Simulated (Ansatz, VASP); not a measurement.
# MgO: VASP beside Ansatz

```xyz
2
Lattice="0.0000 2.0740 2.0740 2.0740 0.0000 2.0740 2.0740 2.0740 0.0000" Properties=species:S:1:pos:R:3 pbc="T T T"
Mg    0.0000    0.0000    0.1104
O     2.0740    2.0740    1.9063
```

Change from the starting cell: mode 6 frozen in at -0.172 Å, equal normal strain along x, y and z -0.0250.

Alike in both runs: task single point; functional PBE; k mesh 10 × 10 × 10; occupations gaussian, width 0.05 eV; no spin polarisation.

|  | VASP | Ansatz |
| --- | --- | --- |
| version | VASP 6.6.1 | Ansatz 0.2.0 |
| potentials or method | VASP PAW PBE potentials, release 64 (Mg, O) | scalar-relativistic, plane waves, PAW |
| plane-wave cutoff (eV) | 520 | 520 |
| valence electrons in the cell | 8 | 16 |

Ansatz gave:

- gap on the k mesh at the Fermi level (eV): 5.17
- least direct gap on the mesh (eV): 5.17
- pressure (GPa): 22.9
- largest component of the traceless stress (GPa): 24.31
- rms of the force components (eV/Å): 1.678

Task: Estimate VASP's values.

Result: gap on the k mesh at the Fermi level (eV): 5.16; least direct gap on the mesh (eV): 5.16; pressure (GPa): 22.4; largest component of the traceless stress (GPa): 24.83; rms of the force components (eV/Å): 1.709.

Atom by atom the forces differ by 0.032 eV/Å (rms over components). The two sets of potentials don't hold the same shells in valence.

Caveats: so large a pressure means that the cell lies far from this level's equilibrium, or that cutoff or potentials fall short (VASP); forces of over 1 eV/Å show positions far from the minimum, so gaps and moduli don't describe the material at rest.
